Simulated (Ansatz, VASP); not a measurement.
BN in VASP and in Ansatz

```xyz
4
Lattice="2.5602 0.0000 0.0000 -1.2801 2.2172 0.0000 0.0000 0.0000 4.2349" Properties=species:S:1:pos:R:3 pbc="T T T"
B     1.2801    0.7391    0.0007
B     0.0000    1.4782    2.1181
N     1.2801    0.7391    1.5874
N     0.0000    1.4782    3.7048
```

Alike in both runs: functional r2SCAN; k mesh 12 × 12 × 8; occupations fermi-dirac, width 0.02 eV; no spin polarisation.

Ansatz relaxed the structure, and its values are those at the end. VASP's run is a single point on that final structure, the one shown.

```csv
,VASP,Ansatz
version,VASP 6.6.1,Ansatz 0.2.0
potentials or method,"VASP PAW PBE potentials, release 64 (B, N)",PAW plane waves
plane-wave cutoff (eV),520,500
valence electrons in the cell,16,16
```

|  | VASP | Ansatz | Ansatz less VASP |
| --- | --- | --- | --- |
| gap on the k mesh at the Fermi level (eV) | 5.75 | 5.77 | +0.025 |
| pressure (GPa) | -6.2 | -7.5 | -1.28 |
| rms of the force components (eV/Å) | 0.002 | 0.005 | +0.0025 |

With one functional, cell and mesh, what is left measures potentials, basis and numerics. Ansatz warned: «stress_scf_threshold_loose».

Caveats: the PAW data sets were made with another functional, which shifts forces and pressure a little (VASP). r2SCAN opens gaps a little over a GGA but as a rule still falls short of measured ones. A k mesh can miss the band edges.
